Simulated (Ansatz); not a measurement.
Task: a series of slab calculations of MoS2, space group R-3m, with Ansatz's Python interface. Give the script and its output. Settings (first run): PBEsol, PAW, cutoff 510 eV, 6×6×1 k-points, Methfessel-Paxton smearing of 0.1 eV.

The script reads `POSCAR`:
```text
MoS2
1.0
   1.58550000    0.91538885    6.11499667
  -1.58550000    0.91538885    6.11499667
   0.00000000   -1.83077770    6.11499667
Mo S
1 2
Direct
   0.00000000    0.00000000    0.00000000
   0.75000000    0.75000000    0.75000000
   0.25000000    0.25000000    0.25000000
```

Script `layers_mos2.py`:
```python
import warnings

import ansatz
from ase.build import surface
from ase.io import read
import numpy as np
from tabulate import tabulate


def main() -> None:
    warnings.simplefilter("ignore", ansatz.DeckWarning)

    atoms = read("POSCAR", format="vasp")
    rows = []
    for value in [1, 2, 3, 4]:
        slab = surface(atoms, (1, 1, 1), value, vacuum=6.0)
        slab.pbc = True
        model = ansatz.Crystal.from_ase(slab).calculation()
        model = model.functional("pbesol").basis(510)
        model = model.occupations("methfessel_paxton", width=0.1)
        model = model.kpoints(6, 6, 1)
        model = model.electric_field(axis=3, dipole_correction=True)
        summary = model.run(threads=1).report
        face = summary["work_function"]
        rows.append((value, len(slab), summary["free_energy_ev"], face["dipole_moment_e_ang"], face.get("phi_plus_ev"), face.get("phi_minus_ev")))

    print(tabulate(rows, headers=["layers", "atoms", "F (eV)", "dipole (e A)", "phi upper (eV)", "phi lower (eV)"], floatfmt=".4f", missingval="-"))
    slope, intercept = np.polyfit([row[1] for row in rows[1:]], [row[2] for row in rows[1:]], 1)
    area = np.linalg.norm(np.cross(slab.cell[0], slab.cell[1]))
    print(f"bulk {slope:.4f} eV/atom, mean surface energy {intercept / (2 * area) * 16.02177:.3f} J/m^2")


if __name__ == "__main__":
    main()
```

`python layers_mos2.py` gives:
```text
RunWarning: efield: at this solve's end the planar-averaged density reaches 6.93e-5 e/Å³ inside the ramp window [0.8897, 0.1103] (bound 1e-5 e/Å³); the window's nearer edge stands 4.17 Å from this [...]
  layers    atoms       F (eV)    dipole (e A)    phi upper (eV)    phi lower (eV)
--------  -------  -----------  --------------  ----------------  ----------------
       1        3   -6664.5990         -0.1366            7.1494            4.3112
       2        6  -13333.9510         -0.1402            7.1270            4.2123
       3        9  -20003.2985         -0.1409            7.1219            4.1912
       4       12  -26672.6459         -0.1417            7.1227            4.1719
bulk -2223.1158 eV/atom, mean surface energy 4.364 J/m^2
```
(Warnings from the package without file and line, shortened, repeats left out.)

Absolute energies stand on the zero of these potentials, so only differences at equal settings mean something. Spin is left out of this run. The density doesn't vanish in the vacuum (a short gap or a low cutoff), which blurs the vacuum level. Of the deposited cell: the entry's cell lengths or inner coordinates differ somewhat from later room-temperature determinations. The starting cell is as deposited in a crystallographic database; the results hold for this polymorph, which needn't be the stable one. The slabs are thin, unrelaxed cuts of the structure as given, on a modest mesh, so the surface energy isn't converged; Miller indices refer to the cell as typed, and unlike faces give only a mean. The script silences the warnings on its input, which a real study should read. It ran for 82 s on 1 thread of AMD EPYC 7R43 64-Core Processor (Zen 3), on a shared host, peak memory 0.69 GiB.

(Lines on the test bed's own set-up are left out of the output.)
